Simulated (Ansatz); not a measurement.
The system is CdTe.

```
Te Cd
1.0
     0.00000    3.20500    3.20500
     3.20500    0.00000    3.20500
     3.20500    3.20500    0.00000
Te Cd
1 1
Direct
  0.75000 0.75000 0.75000
  0.00000 0.00000 0.00000
```

```yaml
Program: Ansatz 0.2.0
Task: relaxation of cell and atoms
Functional: r2SCAN
Potentials_or_basis: Ansatz PAW
Cutoff: "500 eV (not typed: the program's choice for these potentials)"
k_mesh: 7 × 7 × 7
Occupations: fermi-dirac, width 0.05 eV
Spin: no spin polarisation
```

At the start: volume 32.92 Å³/atom.

How do energy, volume and symmetry change on relaxing?

It ends after 5 steps and the volume is 35.22 Å³/atom (+7.0 %); space group F-43m (No. 216, to 0.05 Å).

The path:
```csv
step,energy change (eV),largest force (eV/Å),volume (Å³)
1,0.0000,0.0000,65.84
2,-0.0258,0.0000,73.60
3,-0.0424,0.0000,70.84
4,-0.0428,0.0000,70.44
5,-0.0441,0.0000,70.44
```

Final structure:
```yaml
crystal:
  lattice:
    - [0.00000, 3.27797, 3.27797]
    - [3.27797, 0.00000, 3.27797]
    - [3.27797, 3.27797, 0.00000]
  atoms:
    - { symbol: Te, position: [0.75000, 0.75000, 0.75000] }
    - { symbol: Cd, position: [0.00000, 0.00000, 0.00000] }
```

Caveat: the plane-wave basis is chosen anew once the cell has moved, so the energies of steps on either side of that aren't comparable; the PAW data sets come from PBE, with cores solved anew for the run's functional, which leaves a small shift of forces and pressure.
